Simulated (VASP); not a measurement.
Be16H (a cell with a defect): single point with PBE

Crystal: Be16H (a cell with a defect).

```xyz
17
Lattice="-2.2900 -3.9664 0.0000 3.4350 -1.9832 0.0000 0.0000 0.0000 7.1769" Properties=species:S:1:pos:R:3 pbc="T T T"
Be    0.0375   -3.9890   -0.0432
Be    0.0441   -2.5995    1.8242
Be    0.0042   -3.9697    3.6243
Be    0.0026   -2.6446    5.3842
Be   -1.1529   -1.9489   -0.0424
Be    2.2732   -2.6357    1.7874
Be   -1.1484   -1.9724    3.6075
Be    2.2690   -2.6330    5.3563
Be    1.1350   -1.9784   -0.0149
Be    1.1278   -0.7235    1.8243
Be    1.1380   -1.9802    3.5959
Be    1.1458   -0.6645    5.3842
Be   -0.0344   -0.0116   -0.0423
Be    1.1062   -4.6058    1.8167
Be   -0.0118   -0.0038    3.6075
Be    1.1577   -4.6357    5.3649
H    -1.1209   -3.3209    1.3442
```

The cell was built by a generator and needn't be a form met in nature.

* Program: VASP 6.6.1
* Task: single point
* Functional: PBE
* Potentials or basis: VASP PAW PBE potentials, release 64 (Be, H)
* Cutoff: 520 eV
* k mesh: 4 × 4 × 3
* Occupations: fermi-dirac, width 0.05 eV
* Spin: no spin polarisation
* Dipole correction: no
* Further INCAR settings: LREAL = Auto; ALGO = Normal; EDIFF = 1e-06; NBANDS = 30

| Quantity | Value |
| --- | --- |
| Pressure | 0.9 GPa |
| Largest force | 0.713 eV/Å |
| Band gap on the k mesh | none (metal or under the smearing width) |

Forces in eV/Å, atoms in the order of the input:
```
Be   0.025 -0.014  0.058
Be  -0.022 -0.011  0.112
Be  -0.025  0.014  0.023
Be  -0.006  0.006  0.054
Be  -0.009  0.039  0.025
Be  -0.015  0.009  0.031
Be   0.003 -0.009  0.011
Be  -0.013  0.008  0.010
Be  -0.007  0.004  0.041
Be  -0.002  0.025  0.112
Be  -0.001  0.001  0.043
Be  -0.008  0.002  0.054
Be  -0.038 -0.012  0.025
Be   0.048 -0.028  0.085
Be   0.010  0.002  0.011
Be   0.009 -0.006  0.015
H    0.052 -0.029 -0.711
```

Stress tensor (GPa, compression positive):
```
 0.34 -0.52 -0.02
-0.52 -0.26  0.01
-0.02  0.01  2.61
```

Levels at points of the mesh, in eV from the Fermi level:
| k point | band 14 | band 15 | band 16 | band 17 | band 18 | band 19 |
| --- | --- | --- | --- | --- | --- | --- |
| (0.00, 0.00, 0.00) | -3.75 | -0.69 | 0.04 | 0.28 | 0.63 | 0.76 |
| (0.50, 0.00, 0.00) | -2.52 | -2.47 | -2.42 | -0.89 | 0.12 | 0.34 |
| (0.00, 0.50, 0.00) | -3.74 | -2.75 | -2.69 | -0.29 | 0.63 | 0.65 |
| (0.50, 0.50, 0.00) | -1.06 | -1.00 | -0.94 | 0.01 | 0.34 | 0.47 |

Wall time 60 s on 1 thread of Intel(R) Xeon(R) 6975P-C (Granite Rapids), with other jobs on the host, peak memory 0.25 GiB.

Caveat: the k mesh is coarse (spacing up to 0.40 Å⁻¹), so the values aren't converged.
